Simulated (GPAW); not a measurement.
# Si2Ni (Fm-3m) in GPAW: a series of runs

The runs below take Si2Ni through band structure, with PBEsol+U.

Everything below comes from runs of GPAW 26.7.0. Logs are shortened: lines on timing, memory, paths and dates and some standing lists are left out, and cuts for length are marked. The log counts tension as positive stress, the text compression.

## 1. The crystal as given

The structure is cubic, space group Fm-3m (No. 225). Conventional cell: a = 5.406 Å, b = 5.406 Å, c = 5.406 Å, α = 90.00°, β = 90.00°, γ = 90.00°. Around Ni (site symmetry m-3m) lie 8 Si at 2.34 Å. Around Si (site symmetry -43m) lie 4 Ni at 2.34 Å.

## 2. Band structure, PBEsol+U, collinear spin, ferromagnetic start

Contents of run.py:

```python
from ase import Atoms
from ase.dft.bandgap import bandgap
from ase.io import write
from ase.units import GPa
from gpaw import GPAW, PW, setup_paths

setup_paths.insert(0, '.')

atoms = Atoms(['Ni', 'Si', 'Si'],
              cell=[[0.0, 2.703, 2.703],
                    [2.703, 0.0, 2.703],
                    [2.703, 2.703, 0.0]],
              scaled_positions=[[0.0, 0.0, 0.0],
                                [0.75, 0.75, 0.75],
                                [0.25, 0.25, 0.25]],
              pbc=True)
atoms.set_initial_magnetic_moments([1.0, 0.0, 0.0])

calc = GPAW(mode=PW(600),
            xc='PBEsol',
            kpts={'size': (9, 9, 9), 'gamma': True},
            occupations={'name': 'fermi-dirac', 'width': 0.05},
            setups={'Ni': ':d,4.0'},
            nbands=24,
            convergence={'density': 1e-05, 'energy': 1e-05},
            maxiter=150,
            txt='gpaw.txt')
atoms.calc = calc
energy = atoms.get_potential_energy()
forces = atoms.get_forces()
stress = atoms.get_stress()
calc.write('gs.gpw')
write('result.traj', atoms)
print(f'Energy: {energy:.6f} eV')
print('Forces (eV/A):')
print(forces.round(4))
print('Stress (GPa):', (stress / GPa).round(3))
print('Moments:', calc.get_magnetic_moments().round(3))
print('Fermi level:', round(calc.get_fermi_level(), 4), 'eV')
print(f'Gap: {bandgap(calc)[0]:.4f} eV, direct: {bandgap(calc, direct=True)[0]:.4f} eV')

path = atoms.cell.bandpath('GXWKGLUWLK,UX', npoints=60, eps=1e-4)
bs_calc = calc.fixed_density(kpts=path, symmetry='off', nbands=35,
                             convergence={'bands': 'CBM+6.0', 'eigenstates': 1e-6}, txt='bands.txt')
bs = bs_calc.band_structure()
bs.write('bs.json')
print(f'Gap on the path: {bandgap(bs_calc)[0]:.4f} eV')
```

Potentials or basis: PAW data sets generated in the run's folder for this functional, pw.

The run is started by

```console
$ gpaw-setup -f PBEsol Ni Si
$ OMP_NUM_THREADS=1 python run.py
```

gpaw.txt:

```text
__  _  _
 | _ |_)|_||  |
 |__||  | ||/\| - 26.7.0

Input parameters:
  mode=PW(ecut=600.0),
  convergence={'density': 1e-05, 'energy': 1e-05},
  kpts=MonkhorstPack(size=(9, 9, 9), gamma=True),
  maxiter=150,
  nbands=24,
  occupations=Occupations(name='fermi-dirac', width=0.05),
  setups={'Ni': ':d,4.0'},
  xc=XC(name='PBEsol')

Diagonalizing LCAO Hamiltonian
Converting LCAO to pw mode

                    Si

           Si

       Ni

Atoms  # Å, Bohr magnetons
|   | symbol |        x |        y |        z |    initial magnetic moments |
|---|--------|----------|----------|----------|-----------------------------|
| 0 |     Ni | 0.000000 | 0.000000 | 0.000000 | ( 0.0000,  0.0000,  1.0000) |
| 1 |     Si | 4.054500 | 4.054500 | 4.054500 | ( 0.0000,  0.0000,  0.0000) |
| 2 |     Si | 1.351500 | 1.351500 | 1.351500 | ( 0.0000,  0.0000,  0.0000) |

Unit cell  # Å
| periodic |        x |        y |        z |  lengths |    angles |
|----------|----------|----------|----------|----------|-----------|
|      yes | 0.000000 | 2.703000 | 2.703000 | 3.822619 | 60.000000 |
|      yes | 2.703000 | 0.000000 | 2.703000 | 3.822619 | 60.000000 |
|      yes | 2.703000 | 2.703000 | 0.000000 | 3.822619 | 60.000000 |

Number of symmetries: 48
Symmetry operations  # r_c * U_cc + t_c -> r_c
|    | kind |            matrix            |
|----|------|------------------------------|
|  0 |  σ   |  1, 0, 0,  1, 0,-1,  1,-1, 0 |
|  1 |  C2  |  1, 0, 0,  1,-1, 0,  1, 0,-1 |
|  2 |  E   |  1, 0, 0,  0, 1, 0,  0, 0, 1 |
|  3 |  σ   |  1, 0, 0,  0, 0, 1,  0, 1, 0 |
|  4 |  C4  |  1, 0,-1,  1, 0, 0,  1,-1, 0 |
|  5 |  S6  |  1, 0,-1,  1,-1, 0,  1, 0, 0 |
|  6 |  σ   |  1, 0,-1,  0, 1,-1,  0, 0,-1 |
|  7 |  C3  |  1, 0,-1,  0, 0,-1,  0, 1,-1 |
|  8 |  S6  |  1,-1, 0,  1, 0, 0,  1, 0,-1 |
|  9 |  C4  |  1,-1, 0,  1, 0,-1,  1, 0, 0 |
| 10 |  C3  |  1,-1, 0,  0,-1, 1,  0,-1, 0 |
| 11 |  σ   |  1,-1, 0,  0,-1, 0,  0,-1, 1 |
| 12 |  σ   |  0, 1, 0,  1, 0, 0,  0, 0, 1 |
| 13 |  C4  |  0, 1, 0,  0, 1,-1, -1, 1, 0 |
| 14 |  C3  |  0, 1, 0,  0, 0, 1,  1, 0, 0 |
| 15 |  S6  |  0, 1, 0, -1, 1, 0,  0, 1,-1 |
| 16 |  C2  |  0, 1,-1,  1, 0,-1,  0, 0,-1 |
| 17 |  σ   |  0, 1,-1,  0, 1, 0, -1, 1, 0 |
| 18 |  S4  |  0, 1,-1,  0, 0,-1,  1, 0,-1 |
| 19 |  C4  |  0, 1,-1, -1, 1, 0,  0, 1, 0 |
| 20 |  C3  |  0, 0, 1,  1, 0, 0,  0, 1, 0 |
| 21 |  σ   |  0, 0, 1,  0, 1, 0,  1, 0, 0 |
| 22 |  S6  |  0, 0, 1,  0,-1, 1, -1, 0, 1 |
| 23 |  C4  |  0, 0, 1, -1, 0, 1,  0,-1, 1 |
| 24 |  S4  |  0, 0,-1,  1, 0,-1,  0, 1,-1 |
| 25 |  C3  |  0, 0,-1,  0, 1,-1,  1, 0,-1 |
| 26 |  C2  |  0, 0,-1,  0,-1, 0, -1, 0, 0 |
| 27 |  S6  |  0, 0,-1, -1, 0, 0,  0,-1, 0 |
| 28 |  S4  |  0,-1, 1,  1,-1, 0,  0,-1, 0 |
| 29 |  C4  |  0,-1, 1,  0, 0, 1, -1, 0, 1 |
| 30 |  C2  |  0,-1, 1,  0,-1, 0,  1,-1, 0 |
| 31 |  σ   |  0,-1, 1, -1, 0, 1,  0, 0, 1 |
| 32 |  C3  |  0,-1, 0,  1,-1, 0,  0,-1, 1 |
| 33 |  S6  |  0,-1, 0,  0, 0,-1, -1, 0, 0 |
| 34 |  S4  |  0,-1, 0,  0,-1, 1,  1,-1, 0 |
| 35 |  C2  |  0,-1, 0, -1, 0, 0,  0, 0,-1 |
| 36 |  C2  | -1, 1, 0,  0, 1, 0,  0, 1,-1 |
| 37 |  S6  | -1, 1, 0,  0, 1,-1,  0, 1, 0 |
| 38 |  S4  | -1, 1, 0, -1, 0, 1, -1, 0, 0 |
| 39 |  C3  | -1, 1, 0, -1, 0, 0, -1, 0, 1 |
| 40 |  S6  | -1, 0, 1,  0, 0, 1,  0,-1, 1 |
| 41 |  C2  | -1, 0, 1,  0,-1, 1,  0, 0, 1 |
| 42 |  C3  | -1, 0, 1, -1, 1, 0, -1, 0, 0 |
| 43 |  S4  | -1, 0, 1, -1, 0, 0, -1, 1, 0 |
| 44 |  C2  | -1, 0, 0,  0, 0,-1,  0,-1, 0 |
| 45 |  i   | -1, 0, 0,  0,-1, 0,  0, 0,-1 |
| 46 |  σ   | -1, 0, 0, -1, 1, 0, -1, 0, 1 |
| 47 |  C2  | -1, 0, 0, -1, 0, 1, -1, 1, 0 |

BZ-sampling:
  Number of BZ points: 729
  Number of IBZ points: 35

  Monkhorst-Pack size: [9, 9, 9]
  Monkhorst-Pack shift: [0, 0, 0]

K-points  # in reciprocal-cell coordinates
|     |                                coordinates |     weight |
|-----|--------------------------------------------|------------|
|   0 | (  0.00000000,   0.00000000,   0.00000000) | 0.00137174 |
|   1 | (  0.11111111,   0.11111111,   0.00000000) | 0.00823045 |
[... 56 lines left out ...]
    |   4p |  0.000 |      -1.193 |    1.207 |
    |   3d |  8.000 |      -8.901 |    1.138 |
    |    s |        |      21.550 |    1.164 |
    |    d |        |      18.310 |    1.138 |

    Using partial waves for Ni as LCAO basis

  Si:
    name:    Silicon
    Z:       14.0
    valence: 4
    core:    10
    charge:  0.0  # [|e|]
    compensation charges:
      type: gauss
      rc: 0.33  # [Å]
      lmax: 2
    cutoffs:
      filter: 1.86  # [Å]
      core: 2.06  # [Å]
    projectors
    | kind |    occ | energy [eV] | rcut [Å] |
    |------|--------|-------------|----------|
    |   3s |  2.000 |     -10.768 |    1.058 |
    |   3p |  2.000 |      -4.057 |    1.058 |
    |    s |        |      16.444 |    1.058 |
    |    p |        |      23.155 |    1.058 |
    |    d |        |       0.000 |    1.058 |

    Using partial waves for Si as LCAO basis

Reference energy: -57075.982251  # eV

eigensolver:
  PPCG
  Converge bands: occupied
  niter=2

density mixing:
  MSR1-Mixer
  Pratt-step length: 0.05
  Maximum mixing coefficient: 0.75
  Old densities: 10
  SVD Regularization: 0.005
  Good broyden scale: 1.0
  Trust region scale: 1.0
  Backstep threshold: 4.0
  History deletion threshold: 6.0
  Fourier metric: weight=20.0, sigma=0.015

occupation numbers:
  Fermi-Dirac:
    width: 0.0500  # eV

poisson solver:
  ecut: 4800.0  # eV

xc functional:
  name: PBEsol with 2 nearest neighbor stencil

convergence criteria:
- Maximum integral of absolute [dens]ity change: 1e-05 electrons / valence electron
- Maximum [total energy] change in last 3 cyles: 1e-05 eV / valence electron
- Maximum integral of absolute [eigenst]ate change: 4e-08 eV^2 / valence electron
maximum number of iterations: 150

SCF iterations
|iter     | |      energy | eigst |  dens |  magmom |
|---------|-|-------------|-------|-------|---------|
|iter:   1| |  -19.265601 | +0.44 |       |  +1.0014|
|iter:   2| |  -18.732133 | -1.96 | -0.89 |  +0.9597|
|iter:   3| |  -18.277754 | -1.95 | -0.96 |  +0.7409|
|iter:   4| |  -18.339169 | -2.73 | -1.23 |  +0.5522|
|iter:   5| |  -18.371632 | -2.18 | -1.40 |  +0.2923|
|iter:   6| |  -18.390541 | -3.78 | -1.96 |  +0.1721|
|iter:   7| |  -18.400765 | -4.05 | -2.18 |  +0.0493|
|iter:   8| |  -18.402899 | -4.37 | -2.39 |  -0.0094|
|iter:   9| |  -18.402924 | -5.39 | -2.84 |  +0.0017|
|iter:  10| |  -18.402933c| -6.68 | -3.63 |  +0.0015|
|iter:  11| |  -18.402935c| -7.22 | -4.00 |  +0.0001|
|iter:  12| |  -18.402935c| -8.26c| -4.93 |  +0.0001|
|iter:  13| |  -18.402935c| -9.09c| -5.45c|  +0.0000|

Converged in 13 steps
Energy contributions relative to reference atoms: (reference = -57075.982251)

Energy contributions:
  Kinetic:          22.956665
  Coulomb:         -16.331229
  Zero:             -0.021247
  External:          0.000000
  Xc:              -25.003486
  Entropy:          -0.007276
  Spinorbit:         0.000000
  ----------------------------
  Free energy:     -18.406573
  Extrapolated:    -18.402935

dipole moment: (-11.030351, -11.030351, -11.030351)  # |e|*Ang

Total magnetic moment: (0.000000, 0.000000, 0.000027)

Local magnetic moments
|        x |        y |         z |
|----------|----------|-----------|
| 0.000000 | 0.000000 |  0.000013 |  # Ni   0
| 0.000000 | 0.000000 | -0.000001 |  # Si   1
| 0.000000 | 0.000000 | -0.000001 |  # Si   2

Fermi level: 9.499
Eigenvalues  # (at kpt = [0.000, 0.000, 0.000])
| band index |      eig [eV] | occ [0-1] |      eig [eV] | occ [0-1] |
|------------|---------------|-----------|---------------|-----------|
|          0 |       -54.145 |     1.000 |       -54.145 |     1.000 |
|        ... |               |           |               |           |
|          2 |       -54.145 |     1.000 |       -54.145 |     1.000 |
|          3 |        -4.310 |     1.000 |        -4.310 |     1.000 |
|          4 |         4.048 |     1.000 |         4.048 |     1.000 |
|          5 |         4.048 |     1.000 |         4.048 |     1.000 |
|          6 |         4.048 |     1.000 |         4.048 |     1.000 |
|          7 |         5.429 |     1.000 |         5.429 |     1.000 |
[... 8 lines left out ...]
|         16 |        14.214 |     0.000 |        14.214 |     0.000 |
|         17 |        14.214 |     0.000 |        14.214 |     0.000 |
|        ... |               |           |               |           |
|         23 |        30.434 |     0.000 |        30.434 |     0.000 |

No gap
No difference between direct/indirect transitions

Forces  # eV/Ang
|        x |       y |        z |
|----------|---------|----------|
|  0.00000 | 0.00000 |  0.00000 |  # Ni   0
|  0.00000 | 0.00000 | -0.00000 |  # Si   1
| -0.00000 | 0.00000 |  0.00000 |  # Si   2

Stress tensor  # eV/Ang^3
|        x |        y |        z |
|----------|----------|----------|
| 0.007945 | 0.000000 | 0.000000 |
| 0.000000 | 0.007945 | 0.000000 |
| 0.000000 | 0.000000 | 0.007945 |

# Writing to gs.gpw (mode='')
```

Wall time 89 s (1 thread of Intel Xeon Platinum 8488C (Sapphire Rapids), shared host); peak memory 0.34 GiB.

Results:

```yaml
Free_energy: -18.4066 eV
Pressure: -1.3 GPa
Band_gap_along_the_path: none (metal or under the smearing width)
Net_moment: 0.00 μB per cell
```

Levels at the corners of the path, in eV from the Fermi level:
Spin up:
| point | band 10 | band 11 | band 12 | band 13 | band 14 | band 15 |
| --- | --- | --- | --- | --- | --- | --- |
| Γ | -0.29 | 1.74 | 1.74 | 1.74 | 2.38 | 2.38 |
| X | -3.91 | -3.82 | -3.68 | -0.49 | 1.32 | 7.77 |
| W | -3.91 | -3.71 | -2.85 | 2.25 | 2.25 | 4.64 |
| K | -3.70 | -3.33 | -2.96 | 0.13 | 3.66 | 4.72 |
| Γ | -0.29 | 1.74 | 1.74 | 1.74 | 2.38 | 2.38 |
| L | -3.81 | -1.38 | -1.38 | 1.73 | 1.78 | 1.78 |
| U | -3.70 | -3.33 | -2.96 | 0.13 | 3.66 | 4.72 |
| W | -3.91 | -3.71 | -2.85 | 2.25 | 2.25 | 4.64 |
| L | -3.81 | -1.38 | -1.38 | 1.73 | 1.78 | 1.78 |
| K | -3.70 | -3.33 | -2.96 | 0.13 | 3.66 | 4.72 |
| U | -3.70 | -3.33 | -2.96 | 0.13 | 3.66 | 4.72 |
| X | -3.91 | -3.82 | -3.68 | -0.49 | 1.32 | 7.77 |
Spin down:
```tsv
point	band 8	band 9	band 10	band 11	band 12	band 13	band 14	band 15	band 16	band 17
Γ	-4.07	-4.07	-0.29	1.74	1.74	1.74	2.38	2.38	2.38	4.71
X	-4.49	-3.91	-3.91	-3.82	-3.68	-0.49	1.32	7.77	8.32	8.32
W	-3.96	-3.96	-3.91	-3.71	-2.85	2.25	2.25	4.64	5.31	8.42
K	-4.61	-4.10	-3.70	-3.33	-2.96	0.13	3.66	4.72	6.39	8.67
Γ	-4.07	-4.07	-0.29	1.74	1.74	1.74	2.38	2.38	2.38	4.71
L	-3.94	-3.81	-3.81	-1.38	-1.38	1.73	1.78	1.78	2.70	9.28
U	-4.61	-4.10	-3.70	-3.33	-2.96	0.13	3.66	4.72	6.39	8.67
W	-3.96	-3.96	-3.91	-3.71	-2.85	2.25	2.25	4.64	5.31	8.42
L	-3.94	-3.81	-3.81	-1.38	-1.38	1.73	1.78	1.78	2.70	9.28
K	-4.61	-4.10	-3.70	-3.33	-2.96	0.13	3.66	4.72	6.39	8.67
U	-4.61	-4.10	-3.70	-3.33	-2.96	0.13	3.66	4.72	6.39	8.67
X	-4.49	-3.91	-3.91	-3.82	-3.68	-0.49	1.32	7.77	8.32	8.32
```

Caveat: the stock nickel data set gives pressures a few GPa off other programs; the U is typed as a test and isn't derived for this compound.

## 3. Band structure, PBEsol+U, collinear spin, ferromagnetic start

Changes to run.py since step 2:

```diff
@@ -22,3 +22,3 @@
             occupations={'name': 'fermi-dirac', 'width': 0.05},
-            setups={'Ni': ':d,4.0'},
+            setups={'Ni': ':d,6.0'},
             nbands=24,
```

Potentials or basis: PAW data sets generated in the run's folder for this functional, pw.

The run is started by

```console
$ gpaw-setup -f PBEsol Ni Si
$ OMP_NUM_THREADS=1 python run.py
```

Wall time 92 s (1 thread of Intel Xeon Platinum 8488C (Sapphire Rapids), shared host); peak memory 0.34 GiB.

It converged, with:

- Free energy: -17.2987 eV
- Pressure: -2.2 GPa
- Band gap along the path: none (metal or under the smearing width)
- Net moment: 0.00 μB per cell

Levels at the corners of the path, in eV from the Fermi level:
Spin up:
| point | band 8 | band 9 | band 10 | band 11 | band 12 | band 13 | band 14 | band 15 | band 16 | band 17 |
| --- | --- | --- | --- | --- | --- | --- | --- | --- | --- | --- |
| Γ | -4.33 | -4.33 | -0.24 | 1.74 | 1.74 | 1.74 | 2.51 | 2.51 | 2.51 | 4.77 |
| X | -4.41 | -4.04 | -4.04 | -3.98 | -3.96 | -0.54 | 1.34 | 7.82 | 8.36 | 8.36 |
| W | -4.04 | -4.04 | -4.03 | -3.96 | -3.03 | 2.28 | 2.28 | 4.71 | 5.39 | 8.46 |
| K | -4.72 | -4.22 | -3.82 | -3.52 | -3.04 | 0.11 | 3.72 | 4.76 | 6.44 | 8.76 |
| Γ | -4.33 | -4.33 | -0.24 | 1.74 | 1.74 | 1.74 | 2.51 | 2.51 | 2.51 | 4.77 |
| L | -4.02 | -4.02 | -4.02 | -1.29 | -1.29 | 1.76 | 1.76 | 1.78 | 2.76 | 9.38 |
| U | -4.72 | -4.22 | -3.82 | -3.52 | -3.04 | 0.11 | 3.72 | 4.76 | 6.44 | 8.76 |
| W | -4.04 | -4.04 | -4.03 | -3.96 | -3.03 | 2.28 | 2.28 | 4.71 | 5.39 | 8.46 |
| L | -4.02 | -4.02 | -4.02 | -1.29 | -1.29 | 1.76 | 1.76 | 1.78 | 2.76 | 9.38 |
| K | -4.72 | -4.22 | -3.82 | -3.52 | -3.04 | 0.11 | 3.72 | 4.76 | 6.44 | 8.76 |
| U | -4.72 | -4.22 | -3.82 | -3.52 | -3.04 | 0.11 | 3.72 | 4.76 | 6.44 | 8.76 |
| X | -4.41 | -4.04 | -4.04 | -3.98 | -3.96 | -0.54 | 1.34 | 7.82 | 8.36 | 8.36 |
Spin down:
```tsv
point	band 8	band 9	band 10	band 11	band 12	band 13	band 14	band 15	band 16	band 17
Γ	-4.33	-4.33	-0.24	1.74	1.74	1.74	2.51	2.51	2.51	4.77
X	-4.41	-4.04	-4.04	-3.98	-3.96	-0.54	1.34	7.82	8.36	8.36
W	-4.04	-4.04	-4.03	-3.96	-3.03	2.28	2.28	4.71	5.39	8.46
K	-4.72	-4.22	-3.82	-3.52	-3.04	0.11	3.72	4.76	6.44	8.76
Γ	-4.33	-4.33	-0.24	1.74	1.74	1.74	2.51	2.51	2.51	4.77
L	-4.02	-4.02	-4.02	-1.29	-1.29	1.76	1.76	1.78	2.76	9.38
U	-4.72	-4.22	-3.82	-3.52	-3.04	0.11	3.72	4.76	6.44	8.76
W	-4.04	-4.04	-4.03	-3.96	-3.03	2.28	2.28	4.71	5.39	8.46
L	-4.02	-4.02	-4.02	-1.29	-1.29	1.76	1.76	1.78	2.76	9.38
K	-4.72	-4.22	-3.82	-3.52	-3.04	0.11	3.72	4.76	6.44	8.76
U	-4.72	-4.22	-3.82	-3.52	-3.04	0.11	3.72	4.76	6.44	8.76
X	-4.41	-4.04	-4.04	-3.98	-3.96	-0.54	1.34	7.82	8.36	8.36
```

Caveat: the stock nickel data set gives pressures a few GPa off other programs; the U is typed as a test and isn't derived for this compound. The state reached can hang on the start; a lower one may exist.

## 4. Band structure, PBEsol+U, collinear spin, ferromagnetic start

Changes to run.py since step 3:

```diff
@@ -22,3 +22,3 @@
             occupations={'name': 'fermi-dirac', 'width': 0.05},
-            setups={'Ni': ':d,6.0'},
+            setups={'Ni': ':d,8.0'},
             nbands=24,
```

The run is started by

```console
$ gpaw-setup -f PBEsol Ni Si
$ OMP_NUM_THREADS=1 python run.py
```

It took 94 s on 1 thread of Intel Xeon Platinum 8488C (Sapphire Rapids), shared host; peak memory 0.34 GiB.

Results (log left out):

* Free energy: -16.2409 eV
* Pressure: -3.2 GPa
* Band gap along the path: none (metal or under the smearing width)
* Net moment: 0.00 μB per cell

Levels at the corners of the path, in eV from the Fermi level:
Spin up:
| point | band 8 | band 9 | band 10 | band 11 | band 12 | band 13 | band 14 | band 15 | band 16 | band 17 |
| --- | --- | --- | --- | --- | --- | --- | --- | --- | --- | --- |
| Γ | -4.61 | -4.61 | -0.20 | 1.74 | 1.74 | 1.74 | 2.64 | 2.64 | 2.64 | 4.82 |
| X | -4.32 | -4.26 | -4.18 | -4.18 | -4.15 | -0.60 | 1.37 | 7.88 | 8.40 | 8.40 |
| W | -4.22 | -4.18 | -4.14 | -4.14 | -3.22 | 2.31 | 2.31 | 4.78 | 5.47 | 8.51 |
| K | -4.87 | -4.36 | -3.94 | -3.71 | -3.10 | 0.08 | 3.79 | 4.80 | 6.49 | 8.85 |
| Γ | -4.61 | -4.61 | -0.20 | 1.74 | 1.74 | 1.74 | 2.64 | 2.64 | 2.64 | 4.82 |
| L | -4.25 | -4.25 | -4.11 | -1.19 | -1.19 | 1.75 | 1.75 | 1.83 | 2.83 | 9.48 |
| U | -4.87 | -4.36 | -3.94 | -3.71 | -3.10 | 0.08 | 3.79 | 4.80 | 6.49 | 8.85 |
| W | -4.22 | -4.18 | -4.14 | -4.14 | -3.22 | 2.31 | 2.31 | 4.78 | 5.47 | 8.51 |
| L | -4.25 | -4.25 | -4.11 | -1.19 | -1.19 | 1.75 | 1.75 | 1.83 | 2.83 | 9.48 |
| K | -4.87 | -4.36 | -3.94 | -3.71 | -3.10 | 0.08 | 3.79 | 4.80 | 6.49 | 8.85 |
| U | -4.87 | -4.36 | -3.94 | -3.71 | -3.10 | 0.08 | 3.79 | 4.80 | 6.49 | 8.85 |
| X | -4.32 | -4.26 | -4.18 | -4.18 | -4.15 | -0.60 | 1.37 | 7.88 | 8.40 | 8.40 |
Spin down:
```
point  band 8  band 9  band 10  band 11  band 12  band 13  band 14  band 15  band 16  band 17
    Γ   -4.61   -4.61    -0.20     1.74     1.74     1.74     2.64     2.64     2.64     4.82
    X   -4.32   -4.26    -4.18    -4.18    -4.15    -0.60     1.37     7.88     8.40     8.40
    W   -4.22   -4.18    -4.14    -4.14    -3.22     2.31     2.31     4.78     5.47     8.51
    K   -4.87   -4.36    -3.94    -3.71    -3.10     0.08     3.79     4.80     6.49     8.85
    Γ   -4.61   -4.61    -0.20     1.74     1.74     1.74     2.64     2.64     2.64     4.82
    L   -4.25   -4.25    -4.11    -1.19    -1.19     1.75     1.75     1.83     2.83     9.48
    U   -4.87   -4.36    -3.94    -3.71    -3.10     0.08     3.79     4.80     6.49     8.85
    W   -4.22   -4.18    -4.14    -4.14    -3.22     2.31     2.31     4.78     5.47     8.51
    L   -4.25   -4.25    -4.11    -1.19    -1.19     1.75     1.75     1.83     2.83     9.48
    K   -4.87   -4.36    -3.94    -3.71    -3.10     0.08     3.79     4.80     6.49     8.85
    U   -4.87   -4.36    -3.94    -3.71    -3.10     0.08     3.79     4.80     6.49     8.85
    X   -4.32   -4.26    -4.18    -4.18    -4.15    -0.60     1.37     7.88     8.40     8.40
```

Caveat: the stock nickel data set gives pressures a few GPa off other programs; the U is typed as a test and isn't derived for this compound. The state reached can hang on the start; a lower one may exist.

## 5. The runs side by side

```tsv
U	pressure (GPa)	moment (μB)
Ni d U = 4 eV	-1.3	0.00
Ni d U = 6 eV	-2.2	0.00
Ni d U = 8 eV	-3.2	0.00
```

Alike in all rows: task band structure; level PBEsol+U; potentials or basis PAW data sets generated in the run's folder for this functional, pw; spin collinear, ferromagnetic start; cell as given; k mesh 9 × 9 × 9; cutoff (eV) 600; smearing fermi-dirac 0.05 eV.

Caveats: the stock nickel data set gives pressures a few GPa off other programs; the U is typed as a test and isn't derived for this compound.

Absolute energies hang on the potentials; compare differences alone.
